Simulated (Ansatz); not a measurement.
The system is InP.

```
In P
1.0
     0.00000    2.93050    2.93050
     2.93050    0.00000    2.93050
     2.93050    2.93050    0.00000
In P
1 1
Cartesian
  0.0000 0.0000 0.0000
  4.3957 4.3957 4.3957
```

Program: Ansatz 0.2.0. Alike in all runs: potentials or basis Ansatz PAW; cell as given; cutoff (eV) 420. Hardware: 2 threads of Arm Neoverse V1 (shared host).

Problem. Order these runs on this cell by their wall time, lowest first.
A. task single point; level PBE; spin off; k mesh 8 × 8 × 8; smearing gaussian 0.011 eV
B. task band structure; level LDA; spin SOC, no magnetisation; k mesh 6 × 6 × 6; smearing fermi-dirac 0.05 eV; points for each segment of the path 14
C. task band structure; level PBEsol; spin off; k mesh 8 × 8 × 8; smearing fermi-dirac 0.05 eV; points for each segment of the path 14

Solution. A (1.4 s), C (4.3 s), B (15 s).
